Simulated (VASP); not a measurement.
# CdTe (F-43m) in VASP: elastic constants with PBEsol

Aim: the elastic constants of CdTe with PBEsol.

All numbers are computed with VASP 6.6.1; they aren't measurements. Logs are shortened: lines on timing, memory, paths and dates and some standing lists are left out, and cuts for length are marked.

### Step 1. The structure

Symmetry: F-43m, No. 216, cubic system. Conventional cell: a = 6.489 Å, b = 6.489 Å, c = 6.489 Å, α = 90.00°, β = 90.00°, γ = 90.00°. Cd (site symmetry -43m) is surrounded by 4 Te at 2.81 Å. Around Te (site symmetry -43m) lie 4 Cd at 2.81 Å.

### Step 2. Elastic constants, PBEsol

INCAR reads:

```
  ALGO = Normal
  EDIFF = 1E-8
  ENCUT = 600
  GGA = PS
  IBRION = 6
  ISIF = 3
  ISMEAR = 0
  LASPH = True
  LCHARG = False
  LREAL = False
  LWAVE = False
  NBANDS = 16
  NELM = 80
  NFREE = 2
  NSW = 1
  POTIM = 0.015
  PREC = Accurate
  SIGMA = 0.01
```

KPOINTS reads:

```
k-points
0
Gamma
  8 8 8
```

POSCAR reads:

```
CdTe
1.0
    0.0000000000      3.2446714369      3.2446714369
    3.2446714369      0.0000000000      3.2446714369
    3.2446714369      3.2446714369      0.0000000000
Cd Te
1 1
Direct
    0.0000000000      0.0000000000      0.0000000000
    0.2500000000      0.2500000000      0.2500000000
```

Potentials or basis: VASP PAW PBE potentials, release 64 (Cd, Te).

Launch:

```sh
$ cat potpaw_PBE.64/Cd/POTCAR potpaw_PBE.64/Te/POTCAR > POTCAR
$ mpirun -np 1 vasp_std > vasp.out
```

OUTCAR:

```text
EDIFF = 1E-8
   ENCUT = 600
   GGA = PS
   IBRION = 6
   ISIF = 3
   ISMEAR = 0
   LASPH = True
   LREAL = False
   NELM = 80
   NFREE = 2
   NSW = 1
   POTIM = 0.015
   PREC = Accurate

 ion  position               nearest neighbor table
   1  0.000  0.000  0.000-   2 2.81   2 2.81   2 2.81   2 2.81
   2  0.250  0.250  0.250-   1 2.81   1 2.81   1 2.81   1 2.81

  LATTYP: Found a face centered cubic cell.
 ALAT       =     6.4893428738

  Lattice vectors:

 A1 = (   0.0000000000,   3.2446714369,   3.2446714369)
 A2 = (   3.2446714369,   0.0000000000,   3.2446714369)
 A3 = (   3.2446714369,   3.2446714369,   0.0000000000)

Analysis of symmetry for initial positions (statically):
=====================================================================
 Subroutine PRICEL returns:
 Original cell was already a primitive cell.

 Routine SETGRP: Setting up the symmetry group for a
 face centered cubic supercell.

 Subroutine GETGRP returns: Found 24 space group operations
 (whereof 24 operations were pure point group operations)
 out of a pool of 48 trial point group operations.

The static configuration has the point symmetry T_d .

Analysis of symmetry for dynamics (positions and initial velocities):
=====================================================================
 Subroutine PRICEL returns:
 Original cell was already a primitive cell.

 Routine SETGRP: Setting up the symmetry group for a
 face centered cubic supercell.

 Subroutine GETGRP returns: Found 24 space group operations
 (whereof 24 operations were pure point group operations)
 out of a pool of 48 trial point group operations.

The dynamic configuration has the point symmetry T_d .

 Subroutine INISYM returns: Found 24 space group operations
[... 350 lines left out ...]
      1      -9.0144      2.00000
      2      -6.0738      2.00000
      3      -6.0670      2.00000
      4      -6.0603      2.00000
      5      -5.8049      2.00000
      6      -5.8048      2.00000
[... 433 lines left out ...]
      3      -5.9617      2.00000
      4      -5.8220      2.00000
      5      -5.7999      2.00000
      6      -5.3687      2.00000
[... 8 lines left out ...]
     15      12.1762      0.00000
     16      12.7051      0.00000

 [... further k-points ...]

------------------------ aborting loop because EDIFF is reached ----------------------------------------

  FORCE on cell =-STRESS in cart. coord.  units (eV):
  Direction    XX          YY          ZZ          XY          YZ          ZX
  --------------------------------------------------------------------------------------
  -------------------------------------------------------------------------------------
  Total        0.0517530      0.0533075      0.0533075      0.0000000      0.0881611      0.0000000
  in kB        1.2136792      1.2501344      1.2501344      0.0000000      2.0674988      0.0000000
  external PRESSURE =       1.2379827 kB  Pullay stress =       0.0000000 kB
[... 17 lines left out ...]
  FREE ENERGIE OF THE ION-ELECTRON SYSTEM (eV)
  ---------------------------------------------------
  free  energy   TOTEN  =        -5.4888826595 eV

  energy  without entropy=       -5.4888826595  energy(sigma->0) =       -5.48888266

 INTERNAL STRAIN TENSORS FROM STRAINED CELLS
 ============================================

 INTERNAL STRAIN TENSOR FOR ION    1 for displacements in x,y,z  (eV/Angst):
          X           Y           Z          XY          YZ          ZX
  --------------------------------------------------------------------------------
  x     0.00000    -0.00000    -0.00000    -0.00000     5.88556    -0.00000
  y     0.00000    -0.00000    -0.00000    -0.00000     0.00000     5.88565
  z     0.00000    -0.00000     0.00000     5.88584     0.00000     0.00000

 INTERNAL STRAIN TENSORS FROM DISPLACED ATOMS
 ============================================

 INTERNAL STRAIN TENSOR FOR ION    1 for displacements in x,y,z  (eV/Angst):
          X           Y           Z          XY          YZ          ZX
  --------------------------------------------------------------------------------
  x     0.00000     0.00000     0.00000     0.00000     5.87797     0.00000
  y     0.00000     0.00000     0.00000     0.00000     0.00000     5.87797
  z     0.00000     0.00000     0.00000     5.87797     0.00000     0.00000

 INTERNAL STRAIN TENSOR FOR ION    2 for displacements in x,y,z  (eV/Angst):
          X           Y           Z          XY          YZ          ZX
  --------------------------------------------------------------------------------
  x    -0.00000     0.00000     0.00000     0.00000    -5.89942     0.00000
  y     0.00000    -0.00000     0.00000     0.00000     0.00000    -5.89942
  z     0.00000     0.00000    -0.00000    -5.89942     0.00000     0.00000

 Eigenvectors and eigenvalues of the dynamical matrix
 ----------------------------------------------------

   1 f  =    4.268784 THz    26.821559 2PiTHz  142.391298 cm-1    17.654263 meV
             X         Y         Z           dx          dy          dz
      0.000000  0.000000  0.000000     0.729015    0.000000    0.000000
      1.622336  1.622336  1.622336    -0.684497    0.000000    0.000000
[... 21 lines left out ...]
   6 f/i=    0.000766 THz     0.004810 2PiTHz    0.025538 cm-1     0.003166 meV
             X         Y         Z           dx          dy          dz
      0.000000  0.000000  0.000000     0.140502    0.395630    0.540622
      1.622336  1.622336  1.622336     0.149640    0.421361    0.575783

--------------------------------------------------------------------------------------------------------

 ELASTIC MODULI CONTR FROM IONIC RELAXATION (kBar)
 Direction    XX          YY          ZZ          XY          YZ          ZX
 --------------------------------------------------------------------------------
 XX          -0.0000     -0.0000     -0.0000     -0.0000     -0.0000     -0.0000
 YY          -0.0000     -0.0000     -0.0000     -0.0000     -0.0000     -0.0000
 ZZ          -0.0000     -0.0000     -0.0000     -0.0000     -0.0000     -0.0000
 XY          -0.0000     -0.0000     -0.0000   -182.4995      0.0000      0.0000
 YZ          -0.0000     -0.0000     -0.0000      0.0000   -182.4995      0.0000
 ZX          -0.0000     -0.0000     -0.0000      0.0000      0.0000   -182.4995
 --------------------------------------------------------------------------------

 TOTAL ELASTIC MODULI (kBar)
 Direction    XX          YY          ZZ          XY          YZ          ZX
 --------------------------------------------------------------------------------
 XX         531.3828    361.4255    361.4255     -0.0000     -0.0000     -0.0000
 YY         361.4255    531.3828    361.4255     -0.0000      0.0000     -0.0000
 ZZ         361.4255    361.4255    531.3828     -0.0000     -0.0000     -0.0000
 XY          -0.0000     -0.0000     -0.0000    197.1531      0.0000      0.0000
 YZ          -0.0000      0.0000     -0.0000      0.0000    197.1531      0.0000
 ZX          -0.0000     -0.0000     -0.0000      0.0000      0.0000    197.1531
 --------------------------------------------------------------------------------
```

OSZICAR:

```text
N       E                     dE             d eps       ncg     rms          rms(c)
DAV:   1     0.108722703255E+03    0.10872E+03   -0.88831E+03   928   0.109E+03
DAV:   2    -0.166528292449E+01   -0.11039E+03   -0.10399E+03  1088   0.247E+02
DAV:   3    -0.570792136813E+01   -0.40426E+01   -0.40360E+01  1136   0.489E+01
[... 204 lines left out ...]
DAV:   3    -0.548888261440E+01    0.27019E-04   -0.11940E-04  4192   0.709E-02    0.334E-02
DAV:   4    -0.548888242313E+01    0.19127E-06   -0.96935E-06  3528   0.219E-02    0.134E-02
DAV:   5    -0.548888260703E+01   -0.18390E-06   -0.87109E-07  3744   0.615E-03    0.496E-03
DAV:   6    -0.548888266244E+01   -0.55408E-07   -0.13649E-07  3888   0.215E-03    0.870E-04
DAV:   7    -0.548888265948E+01    0.29604E-08   -0.16554E-08  3168   0.869E-04
  17 F= -.54888827E+01 E0= -.54888827E+01  d E =-.226613E-46
```

stdout:

```text
POSCAR found type information on POSCAR CdTe
 POSCAR found :  2 types and       2 ions
 scaLAPACK will be used
 -----------------------------------------------------------------------------
|                                                                             |
|                                                                             |
|     You enforced a specific xc type in the INCAR file but a different       |
|     I HOPE YOU KNOW WHAT YOU ARE DOING!                                     |
|                                                                             |
[... 33 lines left out ...]
 Finite differences progress:
 bond charge predicted
 Finite differences progress:
 bond charge predicted
 Finite differences progress:
 bond charge predicted
 Finite differences progress:
 bond charge predicted
 Finite differences progress:
 bond charge predicted
 Finite differences progress:
```

Wall time 20 min (1 thread of Intel Xeon Platinum 8488C (Sapphire Rapids), shared host); peak memory 0.47 GiB.

Results:

| Property | Result |
| --- | --- |
| Elastic constants C11, C12, C44 | 53, 36, 20 GPa |
| Voigt bulk modulus | 42 GPa |
| Highest phonon frequency at Γ, LO-TO splitting left out | 142 cm⁻¹ |

Phonon frequencies in cm⁻¹ (negative: imaginary):
```
              q point        frequencies
(0.000, 0.000, 0.000)  0 0 0 142 142 142
```

Elastic tensor in Voigt notation (GPa, in the Cartesian axes of the cell as first typed):
```
53 36 36  0  0  0
36 53 36  0  0  0
36 36 53  0  0  0
 0  0  0 20  0  0
 0  0  0  0 20  0
 0  0  0  0  0 20
```

Clamped-ion elastic tensor (GPa):
```
53 36 36  0  0  0
36 53 36  0  0  0
36 36 53  0  0  0
 0  0  0 38  0  0
 0  0  0  0 38  0
 0  0  0  0  0 38
```

Caveat: the PAW data sets were made with another functional, which shifts forces and pressure a little. Spin-orbit coupling is left out, which matters for the levels of Te.
